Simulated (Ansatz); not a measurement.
# CoSi: energy and stress against strain

The task, for CoSi: see how energy and stress answer to the strain pattern (1, -1, 0, 0, 0, 0).

The COD entry's cell or inner coordinates are ideal or old and differ from later refinements, so a difference from it is no clean test against experiment.

Method: DFT PBEsol, scalar-relativistic, plane waves, PAW, in Ansatz 0.2.0.

1 further run of the same task is left out (set aside as unsound or not needed). Runs told in other sessions of the task aren't counted.

## 1. The system as given

It takes space group P2_13 (No. 198, cubic). The conventional cell has a = 4.386 Å, b = 4.386 Å, c = 4.386 Å, α = 90.00°, β = 90.00°, γ = 90.00°. Co (site symmetry 3) is surrounded by 7 Si at 2.30 to 2.40 Å. Si (site symmetry 3) is surrounded by 7 Co at 2.30 to 2.40 Å.

Structure file:

```cif
data_structure
_symmetry_space_group_name_H-M 'P2_13'
_symmetry_Int_Tables_number 198
_cell_length_a 4.3858
_cell_length_b 4.3858
_cell_length_c 4.3858
_cell_angle_alpha 90.000
_cell_angle_beta 90.000
_cell_angle_gamma 90.000
_cell_volume 84.36
loop_
_atom_site_label
_atom_site_type_symbol
_atom_site_symmetry_multiplicity
_atom_site_Wyckoff_symbol
_atom_site_fract_x
_atom_site_fract_y
_atom_site_fract_z
_atom_site_occupancy
Co1 Co 4 a 0.14564 0.14564 0.14564 1
Si1 Si 4 a 0.84333 0.84333 0.84333 1
```

It is the result of an earlier relaxation at this level (volume 10.55 Å³/atom; gap on the mesh: none (metal)).

## 2. The reference cell

Reference values: F = -22863.7813 eV; pressure -0.01 GPa; largest force 0.005 eV/Å; gap on the mesh none (metal). It was computed beforehand with the settings of the runs below.

## 3. Next: energy and stress against strain

The cell is strained by ε times the Voigt pattern (1, -1, 0, 0, 0, 0) (xx, yy, zz, yz, xz, xy; engineering shear), with fractional coordinates fixed (clamped ions). The stress on the pattern is the sum of the stress components weighted by it, tension positive.

## 4. Point ε = -0.1500

Input file input.yaml:

```yaml
crystal:
  lattice:
    - [3.7279516941, 0.0, 0.0]
    - [0.0, 5.0436993509, 0.0]
    - [0.0, 0.0, 4.3858255225]
  atoms:
    - { symbol: Co, position: [0.1456446743, 0.1456446743, 0.1456446743] }
    - { symbol: Co, position: [0.3543553257, 0.8543553257, 0.6456446743] }
    - { symbol: Co, position: [0.6456446743, 0.3543553257, 0.8543553257] }
    - { symbol: Co, position: [0.8543553257, 0.6456446743, 0.3543553257] }
    - { symbol: Si, position: [0.8433288496, 0.8433288496, 0.8433288496] }
    - { symbol: Si, position: [0.6566711504, 0.1566711504, 0.3433288496] }
    - { symbol: Si, position: [0.3433288496, 0.6566711504, 0.1566711504] }
    - { symbol: Si, position: [0.1566711504, 0.3433288496, 0.6566711504] }
basis:
  ecutwfc: 420
kpoints:
  mp_grid: { grid: [10, 10, 10] }
hamiltonian:
  xc: pbesol
scf:
  occupations: { method: gaussian, width: 0.15 }
output:
  forces: true
  stress: true
  eigenvalues: true
  write_density: true
  write_potential: true
  elf: true
  volumetric_format: npy
```

On the command line:

```console
$ ansatz run input.yaml --threads 2 --pin off --max-ram 5120MiB --backend cpu --events-out ev --progress --plain --runs-dir out
```

## 5. At ε = 0.1125

input.yaml, as its differences from that of step 4:

```diff
@@ -2,4 +2,4 @@
   lattice:
-    - [3.7279516941, 0.0, 0.0]
-    - [0.0, 5.0436993509, 0.0]
+    - [4.8792308938, 0.0, 0.0]
+    - [0.0, 3.8924201512, 0.0]
     - [0.0, 0.0, 4.3858255225]
@@ -26,5 +26 @@
   eigenvalues: true
-  write_density: true
-  write_potential: true
-  elf: true
-  volumetric_format: npy
```

## 6. ε = -0.0750

input.yaml, as its differences from that of step 5:

```diff
@@ -2,4 +2,4 @@
   lattice:
-    - [4.8792308938, 0.0, 0.0]
-    - [0.0, 3.8924201512, 0.0]
+    - [4.0568886083, 0.0, 0.0]
+    - [0.0, 4.7147624367, 0.0]
     - [0.0, 0.0, 4.3858255225]
```

## 7. ε = 0.0375

input.yaml, as its differences from that of step 6:

```diff
@@ -2,4 +2,4 @@
   lattice:
-    - [4.0568886083, 0.0, 0.0]
-    - [0.0, 4.7147624367, 0.0]
+    - [4.5502939796, 0.0, 0.0]
+    - [0.0, 4.2213570654, 0.0]
     - [0.0, 0.0, 4.3858255225]
```

## 8. ε = 0.1500

input.yaml, as its differences from that of step 7:

```diff
@@ -2,4 +2,4 @@
   lattice:
-    - [4.5502939796, 0.0, 0.0]
-    - [0.0, 4.2213570654, 0.0]
+    - [5.0436993509, 0.0, 0.0]
+    - [0.0, 3.7279516941, 0.0]
     - [0.0, 0.0, 4.3858255225]
```

## 9. Point ε = -0.1125

input.yaml, as its differences from that of step 8:

```diff
@@ -2,4 +2,4 @@
   lattice:
-    - [5.0436993509, 0.0, 0.0]
-    - [0.0, 3.7279516941, 0.0]
+    - [3.8924201512, 0.0, 0.0]
+    - [0.0, 4.8792308938, 0.0]
     - [0.0, 0.0, 4.3858255225]
```

## 10. Point ε = 0.0750

input.yaml, as its differences from that of step 9:

```diff
@@ -2,4 +2,4 @@
   lattice:
-    - [3.8924201512, 0.0, 0.0]
-    - [0.0, 4.8792308938, 0.0]
+    - [4.7147624367, 0.0, 0.0]
+    - [0.0, 4.0568886083, 0.0]
     - [0.0, 0.0, 4.3858255225]
```

## 11. ε = -0.0375

input.yaml, as its differences from that of step 10:

```diff
@@ -2,4 +2,4 @@
   lattice:
-    - [4.7147624367, 0.0, 0.0]
-    - [0.0, 4.0568886083, 0.0]
+    - [4.2213570654, 0.0, 0.0]
+    - [0.0, 4.5502939796, 0.0]
     - [0.0, 0.0, 4.3858255225]
@@ -26 +26,5 @@
   eigenvalues: true
+  write_density: true
+  write_potential: true
+  elf: true
+  volumetric_format: npy
```

## 12. ε = 0.1312

input.yaml, as its differences from that of step 11:

```diff
@@ -2,4 +2,4 @@
   lattice:
-    - [4.2213570654, 0.0, 0.0]
-    - [0.0, 4.5502939796, 0.0]
+    - [4.9612458311, 0.0, 0.0]
+    - [0.0, 3.8104052139, 0.0]
     - [0.0, 0.0, 4.3858255225]
@@ -26,5 +26 @@
   eigenvalues: true
-  write_density: true
-  write_potential: true
-  elf: true
-  volumetric_format: npy
```

(Steps that only read results are left out.)

What does the calculation give? Wanted: slope of the stress at ε = 0, over ±0.0375.

The runs gave:

| quantity | value |
| --- | --- |
| slope of the stress at ε = 0, over ±0.0375 | 510 GPa |

The slope of the stress at zero strain, 510 GPa, estimates C11 + C22 − 2 C12 with clamped ions in this Cartesian frame; letting the atoms relax could not make it stiffer. The step is wide, so higher orders mix in. No sampled point lies below the undisturbed cell. The final runs have no spin polarisation, so a magnetic state may lie lower.
